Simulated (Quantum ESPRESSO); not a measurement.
# KI in Quantum ESPRESSO: the effect of functional

Crystal: KI.

```
CELL_PARAMETERS angstrom
0.00000 3.53277 3.53277
3.53277 0.00000 3.53277
3.53277 3.53277 0.00000
ATOMIC_POSITIONS crystal
I 0.50000 0.50000 0.50000
K 0.00000 0.00000 0.00000
```

Alike in all runs:

```yaml
Program: Quantum ESPRESSO 7.5
Task: phonons
k_mesh: 2 × 2 × 2, shifted
Occupations: fermi-dirac, width 0.05 eV
Spin: no spin polarisation
```

Each run relaxes the cell or the atoms first.

Q: One run gave: relaxed volume 44.01 Å³/atom; dielectric constant 2.85 mean; highest phonon frequency 104 cm⁻¹. Which functional did it use?
A. BLYP
B. revPBE
C. LDA
D. vdW-DF-cx
E. PBE

A: D.

```tsv
functional	potentials or basis	cutoff	relaxed volume (Å³/atom)	dielectric constant (mean)	highest phonon frequency (cm⁻¹)
LDA	PseudoDojo 0.4.1 SR LDA standard	980 eV	39.41	3.08	118
PBE	PseudoDojo 0.4.1 SR PBE standard	1007 eV	46.13	2.78	89
BLYP	PseudoDojo 0.4.1 SR PBE standard	1007 eV	49.19	2.66	89
PW91	PseudoDojo 0.4.1 SR PBE standard	1007 eV	46.05	2.78	86
revPBE	PseudoDojo 0.4.1 SR PBE standard	1007 eV	50.12	2.60	74
vdW-DF-cx	PseudoDojo 0.4.1 SR PBE standard	1007 eV	44.01	2.85	104
```

Caveats: all runs use coarse meshes; the potentials were made for another functional, which shifts forces and pressure (some runs).
